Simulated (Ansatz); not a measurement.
# SrO: response to strain

SrO is deformed so: xy engineering shear strain of +2 %. What stress and forces result, by LAPW, PAW and all-electron datasets made for the crystal?

Method: DFT PBE, scalar-relativistic, in Ansatz 0.2.0.

1 further run of the same task is left out (set aside as unsound or not needed).

**1. The system as given**

Symmetry: Fm-3m, No. 225, cubic system. The conventional cell has a = 5.195 Å, b = 5.195 Å, c = 5.195 Å, α = 90.00°, β = 90.00°, γ = 90.00°. Sr (site symmetry m-3m) has 6 O at 2.60 Å as nearest neighbours. Around O (site symmetry m-3m) lie 6 Sr at 2.60 Å.

As a file:

```cif
data_structure
_symmetry_space_group_name_H-M 'P 1'
_symmetry_Int_Tables_number 1
_cell_length_a 3.6733
_cell_length_b 3.6733
_cell_length_c 3.6733
_cell_angle_alpha 60.000
_cell_angle_beta 60.000
_cell_angle_gamma 60.000
_cell_volume 35.05
loop_
_atom_site_label
_atom_site_type_symbol
_atom_site_fract_x
_atom_site_fract_y
_atom_site_fract_z
_atom_site_occupancy
Sr1 Sr 0.00000 0.00000 0.00000 1
O1 O 0.50000 0.50000 0.50000 1
```

Atoms are numbered in the order of the input: Sr1, O2.

**2. After the deformation**

Space group Fm-3m before, Immm after.

**3. Full-potential LAPW**

input.yaml

```yaml
crystal:
  lattice:
    - [0.0259740641, 2.5974064114, 2.5974064114]
    - [2.5974064114, 0.0259740641, 2.5974064114]
    - [2.6233804756, 2.6233804756, 0.0]
  atoms:
    - { symbol: Sr, position: [0.0, 0.0, 0.0] }
    - { symbol: O, position: [0.5, 0.5, 0.5] }
kpoints:
  mp_grid: { grid: [13, 13, 13] }
scf:
  occupations: { method: fermi_dirac, width: 0.03 }
hamiltonian:
  xc: pbe
  pseudopotentials: { kind: all_electron, lapw: { basis_error: 0.001 } }
output:
  forces: true
  stress: true
  eigenvalues: true
```

**4. PAW on the default files**

input.yaml, as its differences from that of step 3:

```diff
@@ -14,3 +14,3 @@
   xc: pbe
-  pseudopotentials: { kind: all_electron, lapw: { basis_error: 0.001 } }
+  pseudopotentials: { kind: paw }
 output:
@@ -19 +19,2 @@
   eigenvalues: true
+  efg: { contact_densities: true }
```

**5. Datasets made for this crystal**

input.yaml, as its differences from that of step 4:

```diff
@@ -14,3 +14,3 @@
   xc: pbe
-  pseudopotentials: { kind: paw }
+  pseudopotentials: { kind: all_electron, datasets: crystal }
 output:
```

(Steps that only read results are left out.)

What does the calculation give? Wanted: pressure; largest shear or deviatoric stress.

The runs gave:

| quantity | value |
| --- | --- |
| pressure | LAPW 0.01, PAW 0.01, crystal datasets 0.01 GPa |
| largest shear or deviatoric stress (LAPW) | 1.09 GPa |

**Reading.** The largest part of the stress beyond the pressure is 1.09 GPa in size, in the xy component; the atoms are carried along and not relaxed. No run of the undeformed cell stands beside it, so the pressure holds what the given cell had before the change. PAW: stress within 0.01 GPa of LAPW. Crystal datasets: stress within 0.01 GPa of LAPW.
